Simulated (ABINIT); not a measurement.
# ZrC (Fm-3m) in ABINIT: further runs

The runs below take ZrC through equation of state, band structure, with revPBE, PW91.

All numbers are computed with ABINIT 10.8.3 (patched build); they aren't measurements. Logs are shortened: lines on timing, memory, paths and dates and some standing lists are left out, and cuts for length are marked. The log counts tension as positive stress, the text compression.

## 1. Starting point

Symmetry: Fm-3m, No. 225, cubic system. The conventional cell has a = 4.730 Å, b = 4.730 Å, c = 4.730 Å, α = 90.00°, β = 90.00°, γ = 90.00°. Zr (site symmetry m-3m) has 6 C at 2.37 Å as nearest neighbours. C (site symmetry m-3m) is surrounded by 6 Zr at 2.37 Å.

## 2. Equation of state, revPBE

The input, run.abi:

```
# Datasets: one volume each
ndtset 7
getwfk -1
scalecart1 3*0.9795861087
scalecart2 3*0.9864848297
scalecart3 3*0.9932883884
scalecart4 3*1.0000000000
scalecart5 3*1.0066227096
scalecart6 3*1.0131594038
scalecart7 3*1.0196128224

# Pseudopotentials
pp_dirpath "./"
pseudos "Zr.GGA_PBE-JTH.xml, C.GGA_PBE-JTH.xml"

# Structure
acell 3*1.0
rprim
     0.0000000000     4.4692022847     4.4692022847
     4.4692022847     0.0000000000     4.4692022847
     4.4692022847     4.4692022847     0.0000000000
ntypat 2
znucl 40 6
natom 2
typat 1 2
xred
     0.5000000000     0.5000000000     0.5000000000
     0.0000000000     0.0000000000     0.0000000000

# Plane-wave basis
ecut 20.0
pawecutdg 40.0

# k points
kptopt 1
ngkpt 10 10 10
nshiftk 1
shiftk 0.0 0.0 0.0

# Exchange and correlation
ixc 14

# Bands and occupations
nband 12
occopt 3
tsmear 0.05 eV

# SCF cycle
nstep 100
tolvrs 1.0e-9

# Output
iomode 3
prtwf 1
prtden 0
prteig 0
prtebands 0
enunit 1
```

Potentials or basis: JTH PAW PBE v2.0.

Command:

```
$ abinit run.abi > log 2>&1
```

run.abo:

```text
.Version 10.8.3 of ABINIT
 DATASET    1 : space group Fm -3 m (#225); Bravais cF (face-center cubic)
================================================================================
 Values of the parameters that define the memory need for DATASET  1.
     intxc =       0    ionmov =       0      iscf =      17    lmnmax =      18
     lnmax =       6     mgfft =      27  mpssoang =       3    mqgrid =    3001
     natom =       2  nloc_mem =       2    nspden =       1   nspinor =       1
    nsppol =       1      nsym =      48    n1xccc =       1    ntypat =       2
    occopt =       3   xclevel =       2
       mpw =         728          nfft =       19683          nkpt =          47
 PAW method is used; the additional fine FFT grid is defined by:
   mgfftf=        36    nfftf =     46656
================================================================================
================================================================================
[... 71 lines left out ...]
 DATASET    7 : space group Fm -3 m (#225); Bravais cF (face-center cubic)
================================================================================
 Values of the parameters that define the memory need for DATASET  7.
     intxc =       0    ionmov =       0      iscf =      17    lmnmax =      18
     lnmax =       6     mgfft =      27  mpssoang =       3    mqgrid =    3001
     natom =       2  nloc_mem =       2    nspden =       1   nspinor =       1
    nsppol =       1      nsym =      48    n1xccc =       1    ntypat =       2
    occopt =       3   xclevel =       2
       mpw =         829          nfft =       19683          nkpt =          47
 PAW method is used; the additional fine FFT grid is defined by:
   mgfftf=        40    nfftf =     64000
================================================================================
================================================================================

--------------------------------------------------------------------------------
------------- Echo of variables that govern the present computation ------------
--------------------------------------------------------------------------------
 -outvars: echo values of preprocessed input variables --------
            acell      1.0000000000E+00  1.0000000000E+00  1.0000000000E+00 Bohr
              amu      9.12240000E+01  1.20110000E+01
             ecut      2.00000000E+01 Hartree
           enunit           1
           getwfk          -1
              ixc          14
           jdtset        1    2    3    4    5    6    7
         kptrlatt       10    0    0      0   10    0      0    0   10
          kptrlen1     6.19138239E+01
          kptrlen2     6.23498511E+01
          kptrlen3     6.27798637E+01
          kptrlen4     6.32040648E+01
          kptrlen5     6.36226470E+01
          kptrlen6     6.40357927E+01
          kptrlen7     6.44436749E+01
            natom           2
            nband          12
           ndtset           7
            ngfft          27      27      27
          ngfftdg1         36      36      36
          ngfftdg2         36      36      36
          ngfftdg3         36      36      36
          ngfftdg4         36      36      36
          ngfftdg5         40      40      40
          ngfftdg6         40      40      40
          ngfftdg7         40      40      40
             nkpt          47
            nstep         100
             nsym          48
           ntypat           2
           occopt           3
        pawecutdg      4.00000000E+01 Hartree
         pawxcdev           0
           prtden           0
        prtebands           0
           prteig           0
            rprim1     0.0000000000E+00  4.3779684751E+00  4.3779684751E+00
                       4.3779684751E+00  0.0000000000E+00  4.3779684751E+00
                       4.3779684751E+00  4.3779684751E+00  0.0000000000E+00
            rprim2     0.0000000000E+00  4.4088002547E+00  4.4088002547E+00
                       4.4088002547E+00  0.0000000000E+00  4.4088002547E+00
                       4.4088002547E+00  4.4088002547E+00  0.0000000000E+00
            rprim3     0.0000000000E+00  4.4392067348E+00  4.4392067348E+00
                       4.4392067348E+00  0.0000000000E+00  4.4392067348E+00
                       4.4392067348E+00  4.4392067348E+00  0.0000000000E+00
            rprim4     0.0000000000E+00  4.4692022847E+00  4.4692022847E+00
[... 14 lines left out ...]
            typat      1  2
           useylm           1
           xangst1     2.3167211455E+00  2.3167211455E+00  2.3167211455E+00
                       0.0000000000E+00  0.0000000000E+00  0.0000000000E+00
           xangst2     2.3330366206E+00  2.3330366206E+00  2.3330366206E+00
                       0.0000000000E+00  0.0000000000E+00  0.0000000000E+00
           xangst3     2.3491270370E+00  2.3491270370E+00  2.3491270370E+00
                       0.0000000000E+00  0.0000000000E+00  0.0000000000E+00
           xangst4     2.3649999984E+00  2.3649999984E+00  2.3649999984E+00
                       0.0000000000E+00  0.0000000000E+00  0.0000000000E+00
           xangst5     2.3806627066E+00  2.3806627066E+00  2.3806627066E+00
                       0.0000000000E+00  0.0000000000E+00  0.0000000000E+00
           xangst6     2.3961219883E+00  2.3961219883E+00  2.3961219883E+00
                       0.0000000000E+00  0.0000000000E+00  0.0000000000E+00
           xangst7     2.4113843233E+00  2.4113843233E+00  2.4113843233E+00
                       0.0000000000E+00  0.0000000000E+00  0.0000000000E+00
            xcart1     4.3779684751E+00  4.3779684751E+00  4.3779684751E+00
                       0.0000000000E+00  0.0000000000E+00  0.0000000000E+00
            xcart2     4.4088002547E+00  4.4088002547E+00  4.4088002547E+00
                       0.0000000000E+00  0.0000000000E+00  0.0000000000E+00
            xcart3     4.4392067348E+00  4.4392067348E+00  4.4392067348E+00
                       0.0000000000E+00  0.0000000000E+00  0.0000000000E+00
            xcart4     4.4692022847E+00  4.4692022847E+00  4.4692022847E+00
                       0.0000000000E+00  0.0000000000E+00  0.0000000000E+00
            xcart5     4.4988005136E+00  4.4988005136E+00  4.4988005136E+00
                       0.0000000000E+00  0.0000000000E+00  0.0000000000E+00
            xcart6     4.5280143222E+00  4.5280143222E+00  4.5280143222E+00
                       0.0000000000E+00  0.0000000000E+00  0.0000000000E+00
            xcart7     4.5568559554E+00  4.5568559554E+00  4.5568559554E+00
                       0.0000000000E+00  0.0000000000E+00  0.0000000000E+00
             xred      5.0000000000E-01  5.0000000000E-01  5.0000000000E-01
                       0.0000000000E+00  0.0000000000E+00  0.0000000000E+00
            znucl       40.00000    6.00000

================================================================================

 chkinp: Checking input parameters for consistency, jdtset=   1.

 chkinp: Checking input parameters for consistency, jdtset=   2.
[... 40 lines left out ...]
 getcut: wavevector=  0.0000  0.0000  0.0000  ngfft=  36  36  36
         ecut(hartree)=     40.000   => boxcut(ratio)=   2.04230

--- Pseudopotential description ------------------------------------------------
- pspini: atom type   1  psp file is ./Zr.GGA_PBE-JTH.xml
 Pseudopotential format is: paw10
 basis_size (lnmax)=  6 (lmn_size= 18), orbitals=   0   0   1   1   2   2
 Spheres core radius: rc_sph= 2.22030268
 Shapefunction is BESSEL type: shapef(r,l)=aa(1,l)*jl(q(1,l)*r)+aa(2,l)*jl(q(2,l)*r)
 Radius for shape functions =  2.22030268
 Compensation charge density is not taken into account in XC energy/potential

- pspini: atom type   2  psp file is ./C.GGA_PBE-JTH.xml
 Pseudopotential format is: paw10
 basis_size (lnmax)=  4 (lmn_size=  8), orbitals=   0   0   1   1
 Spheres core radius: rc_sph= 1.50736703
 Shapefunction is SIN type: shapef(r)=[sin(pi*r/rshp)/(pi*r/rshp)]**2
 Radius for shape functions =  1.30052589
 Compensation charge density is not taken into account in XC energy/potential

   3.19578956E+02                                ecore*ucvol(ha*bohr**3)
--------------------------------------------------------------------------------

[... 715 lines left out ...]
 getcut: wavevector=  0.0000  0.0000  0.0000  ngfft=  40  40  40
         ecut(hartree)=     40.000   => boxcut(ratio)=   2.20827

 getcut : COMMENT -
  Note that boxcut > 2.2 ; recall that boxcut=Gcut(box)/Gcut(sphere) = 2
  is sufficient for exact treatment of convolution.
  Such a large boxcut is a waste : you could raise ecut
  e.g. ecut=   48.764780 Hartrees makes boxcut=2

--------------------------------------------------------------------------------

-inwffil : will read wavefunctions from disk file runo_DS4_WFK.nc

================================================================================
[... 497 lines left out ...]
-Cartesian components of stress tensor (GPa)         [Pressure= -1.1790E+01 GPa]
- sigma(1 1)=  1.17896867E+01  sigma(3 2)=  0.00000000E+00
- sigma(2 2)=  1.17896867E+01  sigma(3 1)=  0.00000000E+00
- sigma(3 3)=  1.17896867E+01  sigma(2 1)=  0.00000000E+00

== END DATASET(S) ==============================================================
================================================================================

 -outvars: echo values of variables after computation  --------
            acell      1.0000000000E+00  1.0000000000E+00  1.0000000000E+00 Bohr
           etotal1    -5.3233977266E+01
           etotal2    -5.3235383451E+01
           etotal3    -5.3236154244E+01
           etotal4    -5.3236357269E+01
           etotal5    -5.3236021363E+01
           etotal6    -5.3235242550E+01
           etotal7    -5.3234036344E+01
            fcart1    -0.0000000000E+00 -0.0000000000E+00 -0.0000000000E+00
                      -0.0000000000E+00 -0.0000000000E+00 -0.0000000000E+00
            fcart2    -0.0000000000E+00 -0.0000000000E+00 -0.0000000000E+00
                      -0.0000000000E+00 -0.0000000000E+00 -0.0000000000E+00
            fcart3    -0.0000000000E+00 -0.0000000000E+00 -0.0000000000E+00
                      -0.0000000000E+00 -0.0000000000E+00 -0.0000000000E+00
            fcart4    -0.0000000000E+00 -0.0000000000E+00 -0.0000000000E+00
                      -0.0000000000E+00 -0.0000000000E+00 -0.0000000000E+00
            fcart5    -0.0000000000E+00 -0.0000000000E+00 -0.0000000000E+00
                      -0.0000000000E+00 -0.0000000000E+00 -0.0000000000E+00
[... 38 lines left out ...]
                       0.0000000000E+00  0.0000000000E+00  0.0000000000E+00
           xangst1     2.3167211455E+00  2.3167211455E+00  2.3167211455E+00
                       0.0000000000E+00  0.0000000000E+00  0.0000000000E+00
           xangst2     2.3330366206E+00  2.3330366206E+00  2.3330366206E+00
                       0.0000000000E+00  0.0000000000E+00  0.0000000000E+00
           xangst3     2.3491270370E+00  2.3491270370E+00  2.3491270370E+00
                       0.0000000000E+00  0.0000000000E+00  0.0000000000E+00
           xangst4     2.3649999984E+00  2.3649999984E+00  2.3649999984E+00
                       0.0000000000E+00  0.0000000000E+00  0.0000000000E+00
           xangst5     2.3806627066E+00  2.3806627066E+00  2.3806627066E+00
                       0.0000000000E+00  0.0000000000E+00  0.0000000000E+00
           xangst6     2.3961219883E+00  2.3961219883E+00  2.3961219883E+00
                       0.0000000000E+00  0.0000000000E+00  0.0000000000E+00
           xangst7     2.4113843233E+00  2.4113843233E+00  2.4113843233E+00
                       0.0000000000E+00  0.0000000000E+00  0.0000000000E+00
             xred      5.0000000000E-01  5.0000000000E-01  5.0000000000E-01
                       0.0000000000E+00  0.0000000000E+00  0.0000000000E+00
 Calculation completed.
```

It took 88 s on 1 thread of Arm Neoverse V1, shared host; peak memory 0.15 GiB.

What came out:

```
Equilibrium volume                      : 13.19 Å³/atom
Bulk modulus                            : 215 GPa
Pressure derivative of the bulk modulus : 4.3
```

Energy against volume, from the lowest point:
```
volume (Å³/atom)  energy (meV/atom)
          12.434              32.38
          12.699              13.25
          12.963               2.76
          13.228               0.00
          13.493               4.57
          13.757              15.17
          14.022              31.58
```

Caveat: pressures at fixed basis lie under the slope of the energies; the PAW data sets were made with another functional, which shifts forces and pressure a little.

## 3. Band structure, PW91, spin-orbit coupling, no magnetisation

The input, run.abi:

```
# Datasets: ground state, then fixed potential
ndtset 2

# Pseudopotentials
pp_dirpath "./"
pseudos "Zr.GGA_PBE-JTH.xml, C.GGA_PBE-JTH.xml"

# Structure
acell 3*1.0 Angstrom
rprim
     0.0000000000     2.3650000000     2.3650000000
     2.3650000000     0.0000000000     2.3650000000
     2.3650000000     2.3650000000     0.0000000000
ntypat 2
znucl 40 6
natom 2
typat 1 2
xred
     0.5000000000     0.5000000000     0.5000000000
     0.0000000000     0.0000000000     0.0000000000

# Plane-wave basis
ecut 20.0
pawecutdg 40.0

# Exchange and correlation
ixc -109134

# Bands and occupations
occopt 3
tsmear 0.05 eV

# Spin
nspinor 2
nspden 1
pawspnorb 1

# SCF cycle
nstep 100

# Output
iomode 3
prtwf 0
prteig 0
prtebands 0
prtden1 1

# Dataset 1
kptopt1 4
ngkpt1 10 10 10
nshiftk1 1
shiftk1 0.0 0.0 0.0
nband1 24
tolvrs1 1.0e-9

# Dataset 2: bands along G-X-W-K-G-L-U-W-L-K
iscf2 -2
getden2 1
nband2 32
nbdbuf2 2
tolwfr2 1.0e-12
kptopt2 -9
ndivsm2 8
prteig2 1
kptbounds2
     0.0000000000     0.0000000000     0.0000000000
     0.5000000000     0.0000000000     0.5000000000
     0.5000000000     0.2500000000     0.7500000000
     0.3750000000     0.3750000000     0.7500000000
     0.0000000000     0.0000000000     0.0000000000
     0.5000000000     0.5000000000     0.5000000000
     0.6250000000     0.2500000000     0.6250000000
     0.5000000000     0.2500000000     0.7500000000
     0.5000000000     0.5000000000     0.5000000000
     0.3750000000     0.3750000000     0.7500000000
```

Potentials or basis: JTH PAW PBE v2.0.

Command:

```
$ abinit run.abi > log 2>&1
```

Wall time 3.3 min (1 thread of Arm Neoverse V1, shared host); peak memory 0.2 GiB.

Results (log left out):

- Free energy: -1452.8882 eV
- Pressure: -3.2 GPa
- Band gap on the k mesh: none (metal or under the smearing width)
- Valence electrons inside the program's atomic spheres: Zr 9.03; C 2.39

Levels at the corners of the path, in eV from the Fermi level:
```tsv
point	band 12	band 13	band 14	band 15	band 16	band 17	band 18	band 19	band 20	band 21
Γ	0.88	0.93	0.93	0.93	0.93	1.05	1.05	1.05	1.05	1.12
X	-2.09	-1.69	-1.69	-0.02	-0.02	0.09	0.09	4.32	4.32	5.44
W	-2.60	-2.39	-2.39	-2.26	-2.26	3.20	3.20	3.22	3.22	5.49
K	-3.00	-2.28	-2.28	-1.56	-1.56	1.48	1.48	4.74	4.74	5.25
Γ	0.88	0.93	0.93	0.93	0.93	1.05	1.05	1.05	1.05	1.12
L	-5.21	-2.89	-2.89	-2.87	-2.87	4.36	4.36	4.37	4.37	5.19
U	-3.00	-2.28	-2.28	-1.56	-1.56	1.48	1.48	4.74	4.74	5.25
W	-2.60	-2.39	-2.39	-2.26	-2.26	3.20	3.20	3.22	3.22	5.49
L	-5.21	-2.89	-2.89	-2.87	-2.87	4.36	4.36	4.37	4.37	5.19
K	-3.00	-2.28	-2.28	-1.56	-1.56	1.48	1.48	4.74	4.74	5.25
```

Caveat: the PAW data sets were made with another functional, which shifts forces and pressure a little.
